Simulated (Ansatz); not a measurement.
Theory: Ansatz, DFT PBE, scalar-relativistic, plane waves, PAW. All cells share a 420 eV cutoff and Γ-centred k meshes spaced at most about 0.3 Å⁻¹ (about 0.25 or finer for metals, 2π included). No spin polarisation.

Temperature and zero-point effects are left out.

Compare these two cells of Mg2O, each relaxed at this level.

A.

```
CELL_PARAMETERS angstrom
3.09491 0.00000 0.00000
-1.54745 2.68027 0.00000
0.00000 0.00000 5.01243
ATOMIC_POSITIONS crystal
Mg 0.33333 0.66667 0.24724
Mg 0.66667 0.33333 0.75276
O 0.00000 0.00000 0.00000
```

B.

```
CELL_PARAMETERS angstrom
1.53788 0.88789 5.03231
-1.53788 0.88789 5.03231
0.00000 -1.77579 5.03231
ATOMIC_POSITIONS crystal
Mg 0.74935 0.74935 0.74935
Mg 0.25066 0.25066 0.25066
O 0.00000 0.00000 0.00000
```

Question: Which would you expect to be lower, and how large is the difference?

Answer: A is lower, by 15 meV/atom. A has the anti-cadmium iodide type, space group P-3m1 (No. 164), 13.9 Å³/atom and no gap on its mesh; B has the anti-cadmium chloride type, space group R-3m (No. 166), 13.7 Å³/atom and no gap. In A, Mg has 3 O at 2.17 Å and 12 Mg at 3.06–3.10 Å; O is surrounded by 6 Mg at 2.17 Å. In B, around Mg lie 3 O at 2.17 Å and 12 Mg at 3.06–3.10 Å; O has 6 Mg at 2.17 Å. Both come from invented guesses. The lowest form computed isn't among them: it has space group P-3m1 (No. 164), 13.8 Å³/atom and lies 72 meV/atom below the best shown.

For metals, differences of a few meV/atom aren't resolved. Cells relaxed within their symmetry can be saddle points. Some types were kept out of the candidates beforehand, so the set may lack a known form.
